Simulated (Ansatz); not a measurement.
TiCo in Ansatz: the effect of functional

TiCo:

```xyz
2
Lattice="2.9861 0.0000 0.0000 0.0000 2.9861 0.0000 0.0000 0.0000 2.9861" Properties=species:S:1:pos:R:3 pbc="T T T"
Co    1.4931    1.4931    1.4931
Ti    0.0000    0.0000    0.0000
```

The cell comes from a database or a generator and needn't be the stable form of this composition.

Alike in all runs:

| Property | Result |
| --- | --- |
| Program | Ansatz 0.2.0 |
| Task | projected density of states |
| Potentials or basis | Ansatz PAW |
| k mesh | 5 × 5 × 5 |
| Occupations | fermi-dirac, width 0.05 eV |
| Spin | collinear spin, ferromagnetic start |
| Starting moments | [2.0, 1.0] μB |

Q: One run gave: pressure -13.3 GPa. Which functional did it use?
A. HSE06
B. RPBE
C. BLYP
D. LDA
E. PBE0

A: D.

```tsv
functional	cutoff	pressure (GPa)
LDA	420 eV (not typed: the program's choice for these potentials)	-13.3
PBEsol	420 eV (not typed: the program's choice for these potentials)	-7.0
RPBE	420 eV (not typed: the program's choice for these potentials)	4.8
revPBE	420 eV (not typed: the program's choice for these potentials)	3.5
BLYP	420 eV (not typed: the program's choice for these potentials)	5.6
r2SCAN	500 eV (not typed: the program's choice for these potentials)	0.4
HSE06	420 eV (not typed: the program's choice for these potentials)	5.7
PBE0	420 eV (not typed: the program's choice for these potentials)	5.5
r2SCAN0	500 eV (not typed: the program's choice for these potentials)	6.6
```

Caveats: all runs use coarse meshes; the PAW data sets come from PBE, with cores solved anew for the run's functional, which leaves a small shift of forces and pressure; the density of states is complete only up to the lowest level of the last band computed; the magnetic or orbital state may not be the lowest (some runs); the starting moments weren't kept (some runs); the thresholds are loose for stress (some runs).

Runs at the PBE level aren't shown here.
